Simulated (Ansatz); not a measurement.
Space group P4/mmm (No. 123). a = 2.822 Å, b = 2.822 Å, c = 4.077 Å, α = 90.00°, β = 90.00°, γ = 90.00°
```csv
atom,site,symmetry,x,y,z
Ti,1a,4/mmm,0.0000,0.0000,0.0000
Al,1d,4/mmm,0.5000,0.5000,0.5000
```

Equation of state of this TiAl structure (not necessarily the ground state), with shape and atoms relaxed at each volume where symmetry leaves them free. It has no gap at any of these volumes. The calculation used DFT PBE, scalar-relativistic, plane waves, PAW in Ansatz 0.2.0.

Plane waves to 420 eV, a k mesh through Γ of 14×14×10 on the computed 2-atom cell and Gaussian smearing (0.10 eV); no spin polarisation.

| V (Å³/atom) | E − E(largest V) (meV/atom) | P (GPa) |
| --- | --- | --- |
| 14.286 | 52.36 | 18.63 |
| 14.773 | 4.71 | 12.89 |
| 15.260 | -26.70 | 7.94 |
| 15.747 | -44.12 | 3.67 |
| 16.234 | -49.48 | 0.00 |
| 16.721 | -44.45 | -3.17 |
| 17.208 | -30.46 | -5.90 |
| 17.857 | 0.00 | -8.96 |

Task: Fit a third-order Birch–Murnaghan equation to E(V).

Result: V0 = 16.23 Å³/atom, B0 = 114 GPa, B0' = 3.9.